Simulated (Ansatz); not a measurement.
# Sn: stress in a strained cell

Sn is deformed so: equal xy, yz and zx engineering shear strains of -3 %. What stress and forces result, by LAPW, PAW and all-electron datasets made for the crystal?

Program: Ansatz 0.2.0. Level of theory: DFT PBEsol, scalar-relativistic. These are calculated values, not measurements.

### Step 1. The starting structure

Symmetry: I4/mmm, No. 139, tetragonal system. Conventional cell: a = 3.182 Å, b = 3.182 Å, c = 5.831 Å, α = 90.00°, β = 90.00°, γ = 90.00°. Around Sn (site symmetry 4/mmm) lie 4 Sn at 3.18 Å.

Coordinates:

```cif
data_structure
_symmetry_space_group_name_H-M 'P 1'
_symmetry_Int_Tables_number 1
_cell_length_a 3.6827
_cell_length_b 3.6827
_cell_length_c 3.6827
_cell_angle_alpha 128.816
_cell_angle_beta 128.816
_cell_angle_gamma 75.306
_cell_volume 29.51
loop_
_atom_site_label
_atom_site_type_symbol
_atom_site_fract_x
_atom_site_fract_y
_atom_site_fract_z
_atom_site_occupancy
Sn1 Sn 0.00000 0.00000 0.00000 1
```

### Step 2. After the deformation

Space group I4/mmm before, C2/m after.

### Step 3. Full-potential LAPW

File input.yaml:

```yaml
crystal:
  lattice:
    - [-1.658346, 1.5708765, 2.91565]
    - [1.5708765, -1.658346, 2.91565]
    - [1.6106235, 1.6106235, -2.9633725]
  atoms:
    - { symbol: Sn, position: [0.0, 0.0, 0.0] }
kpoints:
  mp_grid: { grid: [18, 18, 18] }
  band_path:
    path:
      - [0.0, 0.0, 0.0]
      - [0.5, 0.5, -0.5]
      - [0.1377216009, 0.8622783991, -0.5]
      - [-0.1377216009, 0.1377216009, 0.5]
      - [0.0, 0.0, 0.5]
      - [0.0, 0.0, 0.0]
      - [-0.5, 0.5, 0.0]
      - [0.0, 0.5, 0.0]
      - [0.0, 0.0, 0.0]
    npoints: 5
scf:
  occupations: { method: fermi_dirac, width: 0.03 }
hamiltonian:
  xc: pbesol
  pseudopotentials: { kind: all_electron, lapw: { basis_error: 0.001 } }
output:
  forces: true
  stress: true
  eigenvalues: true
```

Run with:

```sh
ansatz run input.yaml --threads 1 --pin off --max-ram 3072MiB --backend cpu --events-out ev --progress --plain --runs-dir out
```

### Step 4. Frozen-core PAW

File input.yaml:

```yaml
crystal:
  lattice:
    - [-1.658346, 1.5708765, 2.91565]
    - [1.5708765, -1.658346, 2.91565]
    - [1.6106235, 1.6106235, -2.9633725]
  atoms:
    - { symbol: Sn, position: [0.0, 0.0, 0.0] }
kpoints:
  mp_grid: { grid: [18, 18, 18] }
scf:
  occupations: { method: fermi_dirac, width: 0.03 }
hamiltonian:
  xc: pbesol
  pseudopotentials: { kind: paw }
output:
  forces: true
  stress: true
  eigenvalues: true
  efg: { contact_densities: true }
```

### Step 5. Datasets made for this crystal

Edit input.yaml of step 4 so:

```diff
@@ -13,3 +13,3 @@
   xc: pbesol
-  pseudopotentials: { kind: paw }
+  pseudopotentials: { kind: all_electron, datasets: crystal }
 output:
```

(Steps that only read results are left out.)

What does the calculation give? Wanted: pressure; largest shear or deviatoric stress.

**Answer**, as computed:

| quantity | value |
| --- | --- |
| pressure | LAPW -4.10, PAW -4.11, crystal datasets -4.10 GPa |
| largest shear or deviatoric stress (LAPW) | 1.58 GPa |

The largest part of the stress beyond the pressure is 1.58 GPa in size, in the zz component. No run of the undeformed cell stands beside it, so the pressure holds what the given cell had before the change. PAW: stress within 0.01 GPa of LAPW. Crystal datasets: stress within 0.01 GPa of LAPW.
